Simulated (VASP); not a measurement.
Here is a VASP 6.6.1 calculation.

File INCAR:

```
SYSTEM = CdSe
  ALGO = Normal
  EDIFF = 1E-7
  EDIFFG = -0.005
  ENCUT = 600
  GGA = AM
  IBRION = 2
  ISIF = 3
  ISMEAR = 0
  LASPH = .True.
  LCHARG = .False.
  LREAL = .False.
  LWAVE = .False.
  NELM = 80
  NSW = 90
  PREC = Accurate
  SIGMA = 0.03
```

The input KPOINTS:

```
k-points
0
Gamma
  8 8 8
  0 0 0
```

POSCAR

```
CdSe                                    
1.0
    0.0000000000      3.0574522167      3.0574522167
    3.0574522167      0.0000000000      3.0574522167
    3.0574522167      3.0574522167      0.0000000000
  Cd              Se            
     1     1
Direct
     0.0000000000000000    0.0000000000000000    0.0000000000000000
     0.7500000000000000    0.7500000000000000    0.7500000000000000
```

Potentials or basis: VASP PAW PBE potentials, release 64 (Cd, Se).

Command:

```console
$ cat potpaw_PBE.64/Cd/POTCAR potpaw_PBE.64/Se/POTCAR > POTCAR
$ mpirun -np 1 vasp_std > vasp.out
```

Q: Predict the band gap on the k mesh.

A: 0.56 eV, direct.

Final structure:
```
Cd Se
1.0
     0.00000    3.05745    3.05745
     3.05745    0.00000    3.05745
     3.05745    3.05745    0.00000
Cd Se
1 1
Direct
  0.00000 0.00000 0.00000
  0.75000 0.75000 0.75000
```

Caveat: the relaxation stopped at its first step, so nothing moved. A hybrid or GW would open this gap; AM05 tends to underestimate it.
